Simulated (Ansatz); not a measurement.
# BaZrO3: the cost of one run

Program: Ansatz 0.2.0. Level of theory: DFT PBEsol, frozen-core PAW, scalar-relativistic unless said. These are calculated values, not measurements.

1 further run of the same task is left out (it didn't finish).

### 1 The starting structure

It takes space group Pm-3m (No. 221, cubic). Conventional cell: a = 4.191 Å, b = 4.191 Å, c = 4.191 Å, α = 90.00°, β = 90.00°, γ = 90.00°. Ba (site symmetry m-3m) has 12 O at 2.96 Å as nearest neighbours. Zr (site symmetry m-3m) is surrounded by 6 O at 2.10 Å. Around O (site symmetry 4/mmm) lie 2 Zr at 2.10 Å and 4 Ba at 2.96 Å.

Coordinates:

```cif
data_structure
_symmetry_space_group_name_H-M 'P 1'
_symmetry_Int_Tables_number 1
_cell_length_a 4.1913
_cell_length_b 4.1913
_cell_length_c 4.1913
_cell_angle_alpha 90.000
_cell_angle_beta 90.000
_cell_angle_gamma 90.000
_cell_volume 73.63
loop_
_atom_site_label
_atom_site_type_symbol
_atom_site_fract_x
_atom_site_fract_y
_atom_site_fract_z
_atom_site_occupancy
Ba1 Ba 0.00000 0.00000 0.00000 1
Zr1 Zr 0.50000 0.50000 0.50000 1
O1 O 0.00000 0.50000 0.50000 1
O2 O 0.50000 0.00000 0.50000 1
O3 O 0.50000 0.50000 0.00000 1
```

Cartesian axes are those of the input's lattice vectors. The structure goes back to a database entry.

### 2 Cell and atoms relaxed, PAW

input.yaml

```yaml
crystal:
  lattice:
    - [4.19134, 0.0, 0.0]
    - [0.0, 4.19134, 0.0]
    - [0.0, 0.0, 4.19134]
  atoms:
    - { symbol: Ba, position: [0.0, 0.0, 0.0] }
    - { symbol: Zr, position: [0.5, 0.5, 0.5] }
    - { symbol: O, position: [0.0, 0.5, 0.5] }
    - { symbol: O, position: [0.5, 0.0, 0.5] }
    - { symbol: O, position: [0.5, 0.5, 0.0] }
kpoints:
  mp_grid: { grid: [8, 8, 8] }
scf:
  occupations: { method: fermi_dirac, width: 0.1 }
hamiltonian:
  xc: pbesol
  pseudopotentials: { kind: paw }
relax:
  f_tol: 0.002
  max_steps: 80
  cell: {}
output:
  forces: true
  stress: true
```

Command:

```bash
$ ansatz run input.yaml --threads 2 --pin off --max-ram 6144MiB --backend cpu --events-out ev --progress --plain --runs-dir out
```

**Question.** How long does this run take on 2 threads of Arm Neoverse V1, shared host, and how much memory does it need?

About 11 s, with a peak of 0.4 GiB.
